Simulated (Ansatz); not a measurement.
# MgH2 (Pbcn): the host for defect calculations, part 2 of 2

Before any defect goes in: MgH2 (Pbcn) at rest, and how it screens a charge.

Ansatz 0.2.0; plane-wave PAW DFT, PBEsol; relaxation of the host's cell and atoms (the session's first sound run).

So far: Set-up; Host cell relaxation. The relaxed cell has a, b, c = 4.476, 5.394, 4.895 Å (conventional setting).

## 3. Dielectric tensors of the host

The response to a uniform electric field gives the electronic dielectric tensor.

This step: plane-wave PAW DFPT, PBEsol; dielectric tensors, Born charges and zone-centre modes of the host (Ansatz 0.2.0).

eps/input.yaml

```yaml
crystal:
  lattice:
    - [4.4760315078, 0.0, 0.0]
    - [0.0, 5.3936688795, 0.0]
    - [0.0, 0.0, 4.8946452447]
  atoms:
    - { symbol: Mg, position: [0.5, 0.8304681266, 0.75] }
    - { symbol: Mg, position: [0.0, 0.6695318734, 0.25] }
    - { symbol: Mg, position: [0.5, 0.1695318734, 0.25] }
    - { symbol: Mg, position: [0.0, 0.3304681266, 0.75] }
    - { symbol: H, position: [0.7299958589, 0.8939271953, 0.4211002618] }
    - { symbol: H, position: [0.2299958589, 0.6060728047, 0.5788997382] }
    - { symbol: H, position: [0.7700041411, 0.6060728047, 0.9211002618] }
    - { symbol: H, position: [0.2700041411, 0.8939271953, 0.0788997382] }
    - { symbol: H, position: [0.7299958589, 0.1060728047, 0.9211002618] }
    - { symbol: H, position: [0.2299958589, 0.3939271953, 0.0788997382] }
    - { symbol: H, position: [0.7700041411, 0.3939271953, 0.4211002618] }
    - { symbol: H, position: [0.2700041411, 0.1060728047, 0.5788997382] }
basis:
  ecutwfc: 420
hamiltonian:
  xc: pbesol
kpoints:
  mp_grid: { grid: [6, 5, 5] }
scf:
  occupations: { method: fixed }
  max_iter: 100
phonons:
  method: dfpt
  dielectric: true
  rigid_motions: translations
```

Started as:

```
$ ansatz run input.yaml --threads 2 --pin off --max-ram 3768MiB --backend cpu --events-out ev --progress --plain --runs-dir out
```

Numbers of over 12 decimals in the logs are rounded to 6 here.

Output:

```text
[...]
Crystal: 12 atoms, lattice volume = 118.168 Å³
Basis set: ecut = 420 eV, 2297 PW (Γ), exchange–correlation on 60×80×72 points (8 copies of the dense FFT grid, shifted against one another)
Bands: 36, of which v1, the nominal top of the filled ones, is band 24 counted from 1 (23 counted from 0)
Symmetry: 8 space group operations
k-points: 76 of 150 (irreducible under 1 space group operation, time reversal used)
[...]
SCF iter   1: F=—  HF=-7775.615853 eV  |F-HF|=—  |Δ(HF+E_count)|=         —  Δρ=7.45e-3  dr2=4.66e-2  ethr=1.77e-3  ⟨swp⟩=4.9  Hψ=10479  notcnv=0  defer=705
[...]
SCF iter   7: F=-7775.599543 eV  HF=-7775.599543 eV  |F-HF|=1.46e-11  |Δ(HF+E_count)|=  6.28e-10  Δρ=1.48e-7  dr2=1.83e-11  ethr=1.00e-12  ⟨swp⟩=14.3  Hψ=19428  notcnv=0
SCF 1 converged in 7 iterations: F = -7775.599543 eV  dr2 = 1.83e-11
[...]
NSCF: frozen V_eff on 6 k-points
DFPT response loops at Γ: preconditioner auto → Resta (q_TF=auto, 2.348 Å⁻¹)  ε∞=4.2 (no band partly filled); β = 1.00, the filter's whole step (`scf.mixing.beta` (0.50) is not read by the response loops at its default; [...]
── the response to a field inside a basis, on 6×6×6 k-points: an SCF that follows is theirs, and a resumed run solves both again ──
Bands: 25, of which v1, the nominal top of the filled ones, is band 24 counted from 1 (23 counted from 0)
k-points: 27 of 216
[...]
Eigensolver: Dense (27 Hₖ)
SCF iter   1: F=—  HF=-7775.582593 eV  |F-HF|=—  |Δ(HF+E_count)|=         —  Δρ=2.40e-4  dr2=1.87e-5  ethr=1.00e-1
[...]
SCF iter   4: F=-7775.582623 eV  HF=-7775.582623 eV  |F-HF|=8.37e-10  |Δ(HF+E_count)|=   6.77e-8  Δρ=1.20e-6  dr2=1.69e-9  ethr=2.56e-10
SCF 1 converged in 4 iterations: F = -7775.582623 eV  dr2 = 1.69e-9
DFPT response loops at Γ: preconditioner auto → none (the input reference at scf.mixing.eps_inf says where Resta's filter doesn't serve); β = 0.50; Broyden in place of MSR1
SCF converged after 7 iterations
Free energy (F): -7775.599543 eV
[...]
Internal energy: -7775.599543 eV  (E = F + TS)
E sigma→0 (E₀):  -7775.599543 eV
Fermi energy:    2.331438 eV
[...]
--- Band table (eV; the first three rows and the last of 76) ---
[...]
[... further k-points left out ...]
--- Phonons (Γ-DFPT): 6 representative perturbations + reference, on 76 of 150 k-points (Σ response iterations 21) ---
  k mesh reduced under 1 symmetry operation, with k and −k counted as one. Each operation leaves every solved perturbation unchanged. A smaller set is not considered because the run solves the response to a homogeneous field
  ASR residual: 9.661e-5 → 0.000e0 eV/Å²; symmetrization residual: 6.534e-7 eV/Å²
  ASR residual per site (eV/Å²): 9.66e-5 9.66e-5 9.66e-5 9.66e-5 4.82e-5 4.82e-5 4.82e-5 4.82e-5 4.82e-5 4.82e-5 4.82e-5 4.82e-5
  Γ frequencies (cm⁻¹): 0.00 0.00 0.00 176.82 182.22 199.95 223.28 241.09 242.85 269.11 307.77 330.82 450.56 457.59 482.63 535.20 601.63 618.39 640.17 757.99 865.78 954.80 1014.15 1026.92 1046.49 1047.42 1051.83 1123.01 1133.16 1193.93 1274.04 1305.99 1343.31 [...]
  ε∞ (high-frequency dielectric tensor):
        4.225436     0.000000     0.000000
        0.000000     4.333738     0.000000
        0.000000     0.000000     4.335031
  ε⁰ (static dielectric tensor: ions relaxed, cell fixed):
       11.819861     0.000000     0.000000
        0.000000    11.395690    -0.000000
        0.000000    -0.000000    11.832473
  ε⁰ − ε∞ (ionic part):
        7.594425     0.000000     0.000000
        0.000000     7.061952    -0.000000
        0.000000    -0.000000     7.497442
  softest optical mode at Γ: 176.82 cm⁻¹; the repairs (sum rule, projections) moved no ω² at Γ by more than (4.45 cm⁻¹)²
  Born effective charges Z* (e; rows j = field, columns β = displacement):
    site 0:
         1.83537    0.00000    0.06157
         0.00000    1.92598    0.00000
         0.02491   -0.00000    1.92980
    site 1:
         1.83537    0.00000   -0.06157
         0.00000    1.92598    0.00000
        -0.02491    0.00000    1.92980
    site 2:
         1.83537    0.00000    0.06157
         0.00000    1.92598    0.00000
         0.02491   -0.00000    1.92980
    site 3:
         1.83537    0.00000   -0.06157
         0.00000    1.92598   -0.00000
        -0.02491    0.00000    1.92980
    site 4:
        -0.91768    0.16432    0.11626
         0.17746   -0.96299    0.02079
         0.10824    0.01674   -0.96490
    site 5:
        -0.91768   -0.16432   -0.11626
        -0.17746   -0.96299    0.02079
        -0.10824    0.01674   -0.96490
    site 6:
        -0.91768    0.16432   -0.11626
         0.17746   -0.96299   -0.02079
        -0.10824   -0.01674   -0.96490
    site 7:
        -0.91768   -0.16432    0.11626
        -0.17746   -0.96299   -0.02079
         0.10824   -0.01674   -0.96490
    site 8:
        -0.91768   -0.16432    0.11626
        -0.17746   -0.96299   -0.02079
         0.10824   -0.01674   -0.96490
    site 9:
        -0.91768    0.16432   -0.11626
         0.17746   -0.96299   -0.02079
        -0.10824   -0.01674   -0.96490
    site 10:
        -0.91768   -0.16432   -0.11626
        -0.17746   -0.96299    0.02079
        -0.10824    0.01674   -0.96490
    site 11:
        -0.91768    0.16432    0.11626
         0.17746   -0.96299    0.02079
         0.10824    0.01674   -0.96490
  Z* charge neutrality: 9.228e-3 e pre-enforcement
  solved inside a basis spanned on kpoints, on 6×6×6 k-points, its susceptibility summed on 10×8×8: ε∞ is read to err by 1.3e-2, Z* by 1.4e-2 e (field_mesh: kpoints solves on kpoints); Z* is corrected for what the basis lacks
  optical modes at Γ without the LO–TO term, one row a degenerate level:
      ω (cm⁻¹)  modes    IR ((D/Å)²/amu)
        176.82      1             0.0000
        182.22      1             0.0000
        199.95      1             0.0000
        223.28      1             0.0570
        241.09      1             0.0000
        242.85      1             0.0000
        269.11      1             6.6036
        307.77      1             0.0000
        330.82      1             0.0000
        450.56      1            31.2325
        457.59      1            71.7151
        482.63      1             0.0000
        535.20      1            83.7021
        601.63      1             0.0000
        618.39      1             0.0000
        640.17      1             0.0000
        757.99      1             0.0000
        865.78      1            96.4993
        954.80      1             0.0000
       1014.15      1            95.5478
       1026.92      1            20.7088
       1046.49      1             0.0000
       1047.42      1             0.0000
       1051.83      1             0.0000
       1123.01      1            52.4759
       1133.16      1             0.0000
       1193.93      1            81.9397
       1274.04      1             0.0000
       1305.99      1            10.4779
       1343.31      1             0.0000
       1345.35      1             0.0000
       1384.97      1             0.0000
       1453.53      1             0.0000
  optical modes at Γ + LO–TO along q̂ = [1.0000, 0.0000, 0.0000]:
      ω (cm⁻¹)  modes    IR ((D/Å)²/amu)
        176.82      1             0.0000
        182.22      1             0.0000
        199.95      1             0.0000
        223.44      1             0.0053
        241.09      1             0.0000
        242.85      1             0.0000
        269.11      1             6.6036
        307.77      1             0.0000
        330.82      1             0.0000
        450.56      1            31.2325
        482.63      1             0.0000
        535.20      1            83.7021
        601.63      1             0.0000
        618.39      1             0.0000
        640.17      1             0.0000
        644.79      1            30.1865
        757.99      1             0.0000
        865.78      1            96.4993
        954.80      1             0.0000
       1014.15      1            95.5478
       1046.49      1             0.0000
       1047.42      1             0.0000
       1051.24      1             6.0922
       1051.83      1             0.0000
       1123.01      1            52.4759
       1133.16      1             0.0000
       1274.04      1             0.0000
       1305.99      1            10.4779
       1343.31      1             0.0000
       1345.35      1             0.0000
       1383.31      1           138.1364
       1384.97      1             0.0000
       1453.53      1             0.0000
  optical modes at Γ + LO–TO along q̂ = [0.0000, 1.0000, 0.0000]:
      ω (cm⁻¹)  modes    IR ((D/Å)²/amu)
        176.82      1             0.0000
        182.22      1             0.0000
        199.95      1             0.0000
        223.28      1             0.0570
        241.09      1             0.0000
        242.85      1             0.0000
        269.11      1             6.6036
        307.77      1             0.0000
        330.82      1             0.0000
        450.56      1            31.2325
        457.59      1            71.7151
        482.63      1             0.0000
        601.63      1             0.0000
        618.39      1             0.0000
        640.17      1             0.0000
        695.56      1            23.2664
        757.99      1             0.0000
        865.78      1            96.4993
        954.80      1             0.0000
       1026.92      1            20.7088
       1046.49      1             0.0000
       1047.42      1             0.0000
       1051.83      1             0.0000
       1123.01      1            52.4759
       1133.16      1             0.0000
       1193.93      1            81.9397
       1213.87      1            78.2872
       1274.04      1             0.0000
       1343.31      1             0.0000
       1345.35      1             0.0000
       1361.42      1            88.1743
       1384.97      1             0.0000
       1453.53      1             0.0000
  optical modes at Γ + LO–TO along q̂ = [0.0000, 0.0000, 1.0000]:
      ω (cm⁻¹)  modes    IR ((D/Å)²/amu)
        176.82      1             0.0000
        182.22      1             0.0000
        199.95      1             0.0000
        223.28      1             0.0570
        241.09      1             0.0000
        242.85      1             0.0000
        286.40      1             0.7801
        307.77      1             0.0000
        330.82      1             0.0000
        457.59      1            71.7151
        482.63      1             0.0000
        520.29      1             7.7351
        535.20      1            83.7021
        601.63      1             0.0000
        618.39      1             0.0000
        640.17      1             0.0000
        757.99      1             0.0000
        954.80      1             0.0000
        998.01      1            24.1080
       1014.15      1            95.5478
       1026.92      1            20.7088
       1046.49      1             0.0000
       1047.42      1             0.0000
       1051.83      1             0.0000
       1133.16      1             0.0000
       1193.93      1            81.9397
       1274.04      1             0.0000
       1305.99      1            10.4779
       1309.66      1           154.1882
       1343.31      1             0.0000
       1345.35      1             0.0000
       1384.97      1             0.0000
       1453.53      1             0.0000
```

Run time: 1.7 min. Hardware: 2 threads of Intel Xeon 6975P-C (Granite Rapids), shared host; peak memory 1.4 GiB.

Electronic dielectric tensor:

```
4.23 0.00 0.00
0.00 4.33 0.00
0.00 0.00 4.33
```

Static dielectric tensor:

```
11.82  0.00  0.00
 0.00 11.40  0.00
 0.00  0.00 11.83
```

The principal values of the electronic dielectric tensor are 4.23, 4.33 and 4.33. The principal values of the static dielectric tensor are 11.40, 11.82 and 11.83.

## 4. Summary of results

```json
{"primitive cell vectors, lengths": "4.476, 5.394, 4.895 Å", "electronic dielectric constant": "principal values (4.23, 4.33, 4.33)", "static dielectric constant": "principal values (11.40, 11.82, 11.83)", "gap on the k-mesh of the response run (PBEsol)": "3.41 eV"}
```

From the first step to the last the energy fell by 0.002 eV, across changes of basis, and the largest move was 0.020 Å (H12 and 7 other atoms alike). The k-mesh can miss the band edges, so this gap is an upper bound at this level. All at zero temperature.

[Logs are printed without paths, hosts, clocks, repeated set-up lines and the standing remarks that a program may print on its own settings, such as how far it seeks lower states.]

[Hosts, paths, dates, database ids (printed as entryN), source tags and the programs' standing remarks are cut or masked in the printed files.]

[Runs of the host that timed out are not shown.]

[For some hosts the program warned that the k-mesh of the response run may be too coarse for force constants and the static dielectric constant; such warnings are not always shown.]
